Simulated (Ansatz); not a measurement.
Computed with Ansatz, DFT PBE, scalar-relativistic, plane waves, PAW. Settings: cutoff 420 eV, Γ-centred meshes spaced at most about 0.3 Å⁻¹, and about 0.25 Å⁻¹ or finer for metals (2π included), Gaussian smearing. No spin polarisation.

Temperature and zero-point effects are left out.

Two forms of Hf3H were relaxed alike.

1.

```yaml
crystal:
  lattice:
    - [6.40100, 0.00000, 0.00000]
    - [0.00000, 9.66108, 0.00000]
    - [0.00000, 0.00000, 4.58284]
  atoms:
    - { symbol: Hf, position: [0.12057, 0.75000, 0.25134] }
    - { symbol: Hf, position: [0.62057, 0.75000, 0.24866] }
    - { symbol: Hf, position: [0.87356, 0.92311, 0.74139] }
    - { symbol: Hf, position: [0.37356, 0.92311, 0.75861] }
    - { symbol: Hf, position: [0.87356, 0.57689, 0.74139] }
    - { symbol: Hf, position: [0.37356, 0.57689, 0.75861] }
    - { symbol: Hf, position: [0.87943, 0.25000, 0.74866] }
    - { symbol: Hf, position: [0.37944, 0.25000, 0.75134] }
    - { symbol: Hf, position: [0.62644, 0.07689, 0.24139] }
    - { symbol: Hf, position: [0.12644, 0.07689, 0.25861] }
    - { symbol: Hf, position: [0.12644, 0.42311, 0.25861] }
    - { symbol: Hf, position: [0.62644, 0.42311, 0.24139] }
    - { symbol: H, position: [0.37197, 0.75000, 0.51164] }
    - { symbol: H, position: [0.87197, 0.75000, 0.98836] }
    - { symbol: H, position: [0.62803, 0.25000, 0.48836] }
    - { symbol: H, position: [0.12803, 0.25000, 0.01164] }
```

2.

```yaml
crystal:
  lattice:
    - [5.58868, 0.00000, 0.00000]
    - [-2.79434, 4.83994, 0.00000]
    - [0.00000, 0.00000, 5.11710]
  atoms:
    - { symbol: Hf, position: [0.00000, 0.67168, 0.50000] }
    - { symbol: Hf, position: [0.67168, 0.67168, 0.00000] }
    - { symbol: Hf, position: [0.67168, 0.00000, 0.50000] }
    - { symbol: Hf, position: [0.32832, 0.32832, 0.50000] }
    - { symbol: Hf, position: [0.00000, 0.32832, 0.00000] }
    - { symbol: Hf, position: [0.32832, 0.00000, 0.00000] }
    - { symbol: H, position: [0.66667, 0.33333, 0.75000] }
    - { symbol: H, position: [0.33333, 0.66667, 0.25000] }
```

Problem. Which is lower in energy, and by how much?

Solution. Cell 1 is lower, by 70 meV/atom. Cell 1 has space group Pnma (No. 62), 17.7 Å³/atom and no gap on its mesh; cell 2 has space group P6_322 (No. 182), 17.3 Å³/atom and no gap. Counting Hf atoms around H (those within 1.25 times the shortest such distance or 1.15 times the sum of covalent radii), cell 1 has H 4 and cell 2 has H 6. In cell 1, Hf on a site of symmetry m is surrounded by 2 H at 2.00 Å and 12 Hf at 3.16–3.29 Å; Hf on a site of symmetry 1 is surrounded by 1 H at 2.02 Å and 12 Hf at 3.12–3.34 Å; H is surrounded by 4 Hf at 2.00–2.02 Å. In cell 2, around Hf lie 2 H at 2.27 Å and 12 Hf at 3.15–3.25 Å; around H lie 6 Hf at 2.27 Å. Both come from invented guesses. The lowest form computed isn't among them: it has space group P-3m1 (No. 164), 17.5 Å³/atom and lies 6 meV/atom below the best shown.

Spin–orbit coupling, which can matter for Hf, is left out. With hydrogen, zero-point motion can shift such differences by 10 meV/atom or more. Cells relaxed within their symmetry can be saddle points. Some structure types and database cells were kept out of the candidates from the start, so a known form may be missing.
